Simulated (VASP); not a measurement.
VASP input:

### POSCAR
```
InN
1
    0.0000000000     2.5398000000     2.5398000000
    2.5398000000     0.0000000000     2.5398000000
    2.5398000000     2.5398000000     0.0000000000
In N
1 1
Direct
 -0.0137806126   0.0137806126   0.0334672021
  0.2500000000   0.2500000000   0.2500000000
```

INCAR:
```
SYSTEM = InN
PREC = Accurate
ENCUT = 520
EDIFF = 1E-6
NELM = 100
ALGO = Normal
LREAL = .FALSE.
LASPH = .TRUE.
ISMEAR = 0
SIGMA = 0.05
GGA = PE
LMAXMIX = 4
LWAVE = .FALSE.
LCHARG = .FALSE.
ISIF = 3
IBRION = 1
NSW = 40
EDIFFG = -0.01
POTIM = 5.0
```

**KPOINTS**
```
Automatic mesh
0
Gamma
7 7 7
0 0 0
```

POTCAR, in this order: In_d N (PBE.64 set). Program: vasp_std.

The run wrote:

### standard output
```
...
DAV:  19     0.240328833276E+03   -0.71445E-01   -0.24581E+00  5871   0.164E+00    0.760E+00
DAV:  20     0.240380868694E+03    0.52035E-01   -0.39120E-02  5357   0.667E-01    0.890E+00
DAV:  21     0.240432901680E+03    0.52033E-01   -0.26396E-01  5093   0.120E+00    0.836E+00
DAV:  22     0.240407289117E+03   -0.25613E-01   -0.26196E-02  5072   0.665E-01    0.160E+00
DAV:  23     0.240411745518E+03    0.44564E-02   -0.58322E-02  6330   0.413E-01    0.407E-01
DAV:  24     0.240413530986E+03    0.17855E-02   -0.12262E-02  5073   0.220E-01    0.196E-01
DAV:  25     0.240413184018E+03   -0.34697E-03   -0.25985E-04  5437   0.772E-02    0.571E-01
DAV:  26     0.240413079833E+03   -0.10419E-03   -0.54386E-05  4902   0.507E-02    0.227E-01
DAV:  27     0.240413139587E+03    0.59754E-04   -0.10549E-04  5727   0.281E-02    0.311E-02
DAV:  28     0.240413130223E+03   -0.93639E-05   -0.29751E-05  5552   0.134E-02    0.214E-02
DAV:  29     0.240413123516E+03   -0.67072E-05   -0.11576E-05  4285   0.804E-03    0.924E-03
DAV:  30     0.240413123585E+03    0.68569E-07   -0.39666E-06  3531   0.547E-03
   4 F= 0.24041312E+03 E0= 0.24041656E+03  d E =0.247776E+03
 BRION: g(F)=  0.421E+00 g(S)=  0.148E+05 retain N=  2 mean eig= 0.17
 eig:   0.015  0.334
 bond charge predicted
       N       E                     dE             d eps       ncg     rms          rms(c)
DAV:   1     0.269139349171E+03    0.28726E+02   -0.34916E+04  4512   0.524E+03    0.504E+02
DAV:   2    -0.138349785880E+02   -0.28297E+03   -0.33978E+03  4725   0.758E+02    0.283E+02
DAV:   3     0.106989192883E+02    0.24534E+02   -0.35126E+02  5500   0.380E+02    0.195E+02
DAV:   4    -0.156889854042E+01   -0.12268E+02   -0.10367E+02  5317   0.108E+02    0.547E+01
DAV:   5    -0.109786796417E+01    0.47103E+00   -0.57177E+01  6700   0.910E+01    0.521E+01
DAV:   6     0.426025829918E+00    0.15239E+01   -0.57125E+00  4696   0.283E+01    0.372E+01
DAV:   7     0.182039692118E+01    0.13944E+01   -0.20643E+00  6275   0.153E+01    0.178E+01
DAV:   8     0.226564774689E+01    0.44525E+00   -0.13221E+00  6588   0.136E+01    0.395E+00
DAV:   9     0.225290603730E+01   -0.12742E-01   -0.11992E-01  4697   0.327E+00    0.164E+00
DAV:  10     0.226344385967E+01    0.10538E-01   -0.18966E-02  5743   0.219E+00    0.407E-01
DAV:  11     0.226077912881E+01   -0.26647E-02   -0.71686E-03  4717   0.866E-01    0.249E-01
DAV:  12     0.226065278678E+01   -0.12634E-03   -0.10806E-03  5357   0.483E-01    0.212E-01
DAV:  13     0.226050785597E+01   -0.14493E-03   -0.17367E-04  4763   0.135E-01    0.375E-02
DAV:  14     0.226049944699E+01   -0.84090E-05   -0.13286E-05  5507   0.413E-02    0.127E-02
DAV:  15     0.226049481548E+01   -0.46315E-05   -0.52026E-06  4667   0.246E-02    0.585E-03
DAV:  16     0.226049469887E+01   -0.11662E-06   -0.16817E-07  4061   0.514E-03
   5 F= 0.22604947E+01 E0= 0.22615411E+01  d E =-.238153E+03
 BRION: g(F)=  0.132E+03 g(S)=  0.416E+03 retain N=  1 mean eig= 0.02
 eig:   0.015
 bond charge predicted

 -----------------------------------------------------------------------------
|                                                                             |
|     EEEEEEE  RRRRRR   RRRRRR   OOOOOOO  RRRRRR      ###     ###     ###     |
|     E        R     R  R     R  O     O  R     R     ###     ###     ###     |
|     E        R     R  R     R  O     O  R     R     ###     ###     ###     |
|     EEEEE    RRRRRR   RRRRRR   O     O  RRRRRR       #       #       #      |
|     E        R   R    R   R    O     O  R   R                               |
|     E        R    R   R    R   O     O  R    R      ###     ###     ###     |
|     EEEEEEE  R     R  R     R  OOOOOOO  R     R     ###     ###     ###     |
|                                                                             |
|     Orbital orthonormalization failed in the inversion of matrix            |
|     LAPACK: Routine ZPOTRF failed! kpoint: 1 spin: 1                        |
|                                                                             |
|     Possible solutions for this issue are:                                  |
|     - Please check whether the atoms are too close to each other.           |
|     - Decreasing POTIM might help during relaxations or MDs.                |
|     - Deleting CHGCAR or WAVECAR if incompatible with the structure.        |
|     - Try calculating without symmetrizing (ISYM = 0 or ISYM = -1).         |
|                                                                             |
|       ---->  I REFUSE TO CONTINUE WITH THIS SICK JOB ... BYE!!! <----       |
|                                                                             |
 -----------------------------------------------------------------------------
```

**Question.** From input and log, find the fault in this run and mend it.

**Answer.** The cause: POTIM is too large for the ionic optimiser. VASP stops with an error: Orbital orthonormalization failed in the inversion of matrix LAPACK: Routine ZPOTRF failed! kpoint: 1 spin: 1 Possible solutions for this issue are: - Please check whether the atoms are too close to each other. - Decreasing POTIM might help during relaxations or MDs. - Deleting CHGCAR or WAVECAR if incompatible with the structure. - Try calculating without symmetrizing (ISYM = 0 or ISYM = -1). ----> I REFUSE TO CONTINUE WITH THIS SICK JOB ... BYE!!! <---- To mend it, set IBRION = 2, remove POTIM.

The mended run (PBE GGA, plane waves, VASP's PBE PAW potentials (set 64)) converges, and its OSZICAR ends with
```
  11 F= -.10684169E+02 E0= -.10684057E+02  d E =-.285981E-04
```

The compound is InN in the zinc blende structure, a metastable form; wurtzite is the usual one. In the starting cell atoms are displaced from their ideal sites.
